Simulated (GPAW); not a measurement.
Wanted: an ASE script for a GPAW 26.7.0 run.

```
Task                : single point
Functional          : PBE
Potentials or basis : GPAW PAW data sets (gpaw-data 1.2.1)
Cutoff              : 800 eV
Basis               : pw
k mesh              : 11 × 11 × 11
Occupations         : gaussian, width 0.023 eV
Spin                : no spin polarisation
Maxiter             : 150
```

The structure of Li lies in POSCAR:

```
Li
1.0
   -1.7546500000      1.7546500000      1.7546500000
    1.7546500000     -1.7546500000      1.7546500000
    1.7546500000      1.7546500000     -1.7546500000
Li
1
Direct
    0.0000000000      0.0000000000      0.0000000000
```

These files were run (other wordings do the same):

run.py

```python
from ase.dft.bandgap import bandgap
from ase.io import read, write
from ase.units import GPa
from gpaw import GPAW, PW

atoms = read('POSCAR')

calc = GPAW(mode=PW(800),
            xc='PBE',
            kpts={'size': (11, 11, 11), 'gamma': True},
            occupations={'name': 'methfessel-paxton', 'order': 0, 'width': 0.023},
            nbands=6,
            convergence={'density': 1e-05, 'energy': 1e-05},
            maxiter=150,
            txt='gpaw.txt')
atoms.calc = calc
energy = atoms.get_potential_energy()
forces = atoms.get_forces()
stress = atoms.get_stress()
calc.write('gs.gpw')
write('result.traj', atoms)
print(f'Energy: {energy:.6f} eV')
print('Forces (eV/A):')
print(forces.round(4))
print('Stress (GPa):', (stress / GPa).round(3))
print('Fermi level:', round(calc.get_fermi_level(), 4), 'eV')
print(f'Gap: {bandgap(calc)[0]:.4f} eV, direct: {bandgap(calc, direct=True)[0]:.4f} eV')
```

Potentials or basis: GPAW PAW data sets (gpaw-data 1.2.1), pw.

Launch:

```bash
$ OMP_NUM_THREADS=1 python run.py
```

Results of the run:

- Pressure: -0.8 GPa
- Band gap on the k mesh: none (metal or under the smearing width)

It took 4.3 s on 1 thread of Arm Neoverse V1, on a shared host, peak memory 0.13 GiB.
